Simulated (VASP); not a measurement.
Wanted: the native input for a VASP 6.6.1 run.

| Quantity | Value |
| --- | --- |
| Task | single point |
| Functional | PBEsol |
| Dispersion | D3(BJ) |
| Potentials or basis | VASP PAW PBE potentials, release 64 (S, Mo_sv) |
| Cutoff | 520 eV |
| k mesh | 12 × 12 × 1 |
| Occupations | gaussian, width 0.03 eV |
| Spin | no spin polarisation |
| Dipole correction | yes |
| Further INCAR settings | ALGO = Fast; EDIFF = 1e-06; NBANDS = 20 |

The structure of MoS2 lies in POSCAR:

```
MoS2
1.0
    3.1168844894      0.0000000000      0.0000000000
   -1.5584422447      2.6993011485      0.0000000000
    0.0000000000      0.0000000000     30.0399999981
S Mo
2 1
Direct
    0.6666666667      0.3333333333      0.2328845240
    0.6666666667      0.3333333333      0.3370222670
    0.3333333333      0.6666666667      0.2849533955
```

The cell was built by a generator and needn't be a form met in nature.

One way to write it, as run:

INCAR

```
  PREC = Accurate
  ENCUT = 520
  EDIFF = 1E-6
  ISMEAR = 0
  SIGMA = 0.03
  LREAL = False
  LASPH = True
  NELM = 100
  ALGO = Fast
  ISIF = 2
  LWAVE = False
  LCHARG = True
  LDIPOL = True
  IDIPOL = 3
  DIPOL = 0.5 0.5 0.285
  GGA = PS
  IVDW = 12
  LELF = True
  LVHAR = True
  LVACPOTAV = True
  NBANDS = 20
```

KPOINTS

```
Automatic mesh
0
Gamma
  12 12 1
```

Potentials or basis: VASP PAW PBE potentials, release 64 (S, Mo_sv).

Run with:

```bash
$ cat potpaw_PBE.64/S/POTCAR potpaw_PBE.64/Mo_sv/POTCAR > POTCAR
$ mpirun -np 1 vasp_std > vasp.out
```

Results of the run:

The band gap on the k mesh is 1.90 eV, direct. The dispersion energy per atom is -0.250 eV and the ionisation potential of the upper face is 5.91 eV.

Run time: 65 s on 1 thread of Intel(R) Xeon(R) 6975P-C (Granite Rapids), on a shared host, peak memory 0.4 GiB.
